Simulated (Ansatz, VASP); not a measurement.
# Two plane-wave programs on V

```
CELL_PARAMETERS angstrom
2.61472 0.00000 0.00000
-1.30736 2.26441 0.00000
0.00000 0.00000 4.68897
ATOMIC_POSITIONS crystal
V 0.33333 0.66667 0.25000
V 0.66667 0.33333 0.75000
```

Alike in both runs: functional PBE; k mesh 16 × 16 × 9; occupations fermi-dirac, width 0.1 eV; no spin polarisation.

Ansatz relaxed the structure, and its values are those at the end. VASP's run is a single point on that final structure, the one shown.

|  | VASP | Ansatz |
| --- | --- | --- |
| version | VASP 6.6.1 | Ansatz 0.2.0 |
| potentials or method | VASP PAW PBE potentials, release 64 (V_sv) | PAW with Ansatz's default frozen-core files, scalar-relativistic |
| plane-wave cutoff (eV) | 520 | 420 |
| valence electrons in the cell | 26 | 26 |

Ansatz gave:

```
pressure (GPa) : -0.2
```

Question: Estimate VASP's values.

Answer: Pressure (GPa): 0.0.

With one functional, cell and mesh, what is left measures potentials, basis and numerics.
